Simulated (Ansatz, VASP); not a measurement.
**MgSn2N2: VASP beside Ansatz**

Contents of INCAR:

```
SYSTEM = MgSn2N2
ALGO     = Fast           ! electronic algorithm
EDIFF    = 1E-6           ! SCF threshold, eV
ENCUT    = 520            ! plane-wave cutoff, eV
GGA      = PE             ! functional
ISIF     = 2              ! what is computed and relaxed
ISMEAR   = 0              ! smearing method
LASPH    = .True.         ! aspherical terms in the spheres
LCHARG   = .True.         ! write CHGCAR
LELF     = .True.         ! ELF
LREAL    = .False.        ! projectors in reciprocal space
LVHAR    = .True.       
LWAVE    = .False.        ! write WAVECAR
NBANDS   = 28             ! bands
NELM     = 80             ! most SCF steps
PREC     = Accurate       ! precision mode
SIGMA    = 0.1            ! smearing width, eV
```

File KPOINTS:

```
k-points
0
Gamma
  4 4 2
  0 0 0
```

File POSCAR:

```
MgSn2N2
1.0
    3.3605490000      0.0000000000      0.0000000000
    0.0000000000      3.3605490000      0.0000000000
    0.0000000000      0.0000000000      8.1883940000
Mg Sn N
1 2 2
Direct
    0.5000000000      0.5000000000      0.0000000000
    0.0000000000      0.0000000000      0.6921370000
    0.0000000000      0.0000000000      0.3078630000
    0.0000000000      0.5000000000      0.1526980000
    0.5000000000      0.0000000000      0.8473020000
```

Input for Ansatz:

```yaml
crystal:
  lattice:
    - [3.360549, 0.0, 0.0]
    - [0.0, 3.360549, 0.0]
    - [0.0, 0.0, 8.188394]
  atoms:
    - { symbol: Mg, position: [0.5, 0.5, 0.0] }
    - { symbol: Sn, position: [0.0, 0.0, 0.692137] }
    - { symbol: Sn, position: [0.0, 0.0, 0.307863] }
    - { symbol: "N", position: [0.0, 0.5, 0.152698] }
    - { symbol: "N", position: [0.5, 0.0, 0.847302] }
basis:
  ecutwfc: 420
kpoints:
  mp_grid: { grid: [4, 4, 2] }
hamiltonian:
  xc: pbe
scf:
  occupations: { method: gaussian, width: 0.1 }
output:
  forces: true
  stress: true
  eigenvalues: true
```

The cell comes from a database or a generator and needn't be the stable form of this composition.

Alike in both runs: task single point; functional PBE; k mesh 4 × 4 × 2; occupations gaussian, width 0.1 eV; no spin polarisation.

```csv
,VASP,Ansatz
version,VASP 6.6.1,Ansatz 0.2.0
potentials or method,"VASP PAW PBE potentials, release 64 (Mg, Sn_d, N)","scalar-relativistic, plane waves, PAW"
plane-wave cutoff (eV),520,420
valence electrons in the cell,40,48
```

VASP gave:

* gap on the k mesh at the Fermi level (eV): none
* pressure (GPa): 0.2
* largest component of the traceless stress (GPa): 0.43
* rms of the force components (eV/Å): 0.098

Q: Estimate Ansatz's values.

A: gap on the k mesh at the Fermi level (eV): none; pressure (GPa): 0.2; largest component of the traceless stress (GPa): 0.42; rms of the force components (eV/Å): 0.088.

Atom by atom the forces differ by 0.011 eV/Å (rms over components). A gap of «none» marks a metal or a gap that the smearing closes. The functional is the same, so the differences come from potentials, cutoffs and numerics. The two sets of potentials don't hold the same shells in valence.

Caveats: the k mesh is coarse (spacing up to 0.47 Å⁻¹), so the values aren't converged.
